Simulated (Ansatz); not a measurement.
**Te2Mo under changes of volume**

One of the cells (24.965 Å³/atom); the others are scaled copies at fixed shape and fractional positions:

```xyz
6
Lattice="3.5182 0.0000 0.0000 -1.7591 3.0469 0.0000 0.0000 0.0000 13.9736" Properties=species:S:1:pos:R:3 pbc="T T T"
Te    1.7591    1.0156    5.2960
Te    0.0000    2.0312   12.2828
Te    1.7591    1.0156    1.6908
Te    0.0000    2.0312    8.6776
Mo    1.7591    1.0156   10.4802
Mo    0.0000    2.0312    3.4934
```

```yaml
Program: Ansatz 0.2.0
Functional: PBE
Potentials_or_basis: Ansatz PAW polarizable
Cutoff: "420 eV (not typed: the program's choice for these potentials)"
k_mesh: 9 × 9 × 2
Occupations: fermi-dirac, width 0.05 eV
Spin: no spin polarisation
```

```tsv
volume (Å³/atom)	energy over the lowest point (meV/atom)	pressure (GPa)	gap on the mesh (eV)	largest force (eV/Å)
23.467	66.70	10.5	0.74	1.120
23.966	?	?	?	?
24.466	18.50	5.2	0.77	0.465
24.965	5.93	2.9	0.78	0.175
25.464	0.00	0.9	0.79	0.093
25.963	0.03	-0.9	0.80	0.341
26.463	5.41	-2.5	0.81	0.569
```

**Question.** What does the run at 23.966 Å³/atom give?

**Answer.** Energy over the lowest point 38.47 meV/atom; pressure 7.7 GPa; gap on the mesh 0.76 eV; largest force 0.779 eV/Å.

Worked out: A Birch-Murnaghan fit of order 3 (a polynomial in V^(-2/3)) to the other rows has its minimum at 25.71 Å³/atom with B0 = V·E''(V) = 93 GPa and B' = 4.5 at fixed shape and positions, which overstates the stiffness. It gives 38.50 meV/atom at 23.966 Å³/atom, against the run's 38.47, and -dE/dV = 7.7 GPa, against 7.7. A straight line through the other rows of the gap, of slope 0.572 eV per unit of ln V, gives 0.75 eV, against the run's 0.76.

Energies are extrapolated to zero smearing.

Caveats: odd divisions of the mesh miss points on the zone boundary, where band edges often lie, so the gap on the mesh can be too wide; spin-orbit coupling is left out, which moves the levels of the heavy elements; this functional lacks dispersion, which binds the layers, so the pressure and a relaxed spacing across them are unreliable; forces of over 1 eV/Å show positions far from the minimum, so gaps and moduli don't describe the material at rest (some runs).

A mesh can miss the band edges.
